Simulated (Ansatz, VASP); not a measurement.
## Two plane-wave programs on BeTe

```xyz
2
Lattice="0.0000 2.9916 2.7700 2.9916 0.0000 2.7700 2.9916 2.9916 0.0000" Properties=species:S:1:pos:R:3 pbc="T T T"
Be    0.0000    0.0000    0.0000
Te    4.4874    4.4874    4.1550
```

Change from the starting cell: strain +0.080 along x and y, +0.000 along z, atoms carried along.

Alike in both runs: task single point; functional LDA; k mesh 8 × 8 × 8; occupations gaussian, width 0.05 eV; no spin polarisation.

```csv
,VASP,Ansatz
version,VASP 6.6.1,Ansatz 0.2.0
potentials or method,"VASP PAW LDA potentials, release 64 (Be, Te)","scalar-relativistic, plane waves, PAW"
plane-wave cutoff (eV),520,420
valence electrons in the cell,8,18
```

VASP gave:

- gap on the k mesh at the Fermi level (eV): 1.61
- least direct gap on the mesh (eV): 2.75
- pressure (GPa): -6.8
- largest component of the traceless stress (GPa): 2.54

Estimate Ansatz's values.

gap on the k mesh at the Fermi level (eV): 1.63; least direct gap on the mesh (eV): 2.72; pressure (GPa): -7.0; largest component of the traceless stress (GPa): 2.54.

The two sets of potentials don't hold the same shells in valence.

Caveats: spin-orbit coupling is left out, which moves the levels of the heavy elements. A k mesh can miss the band edges.
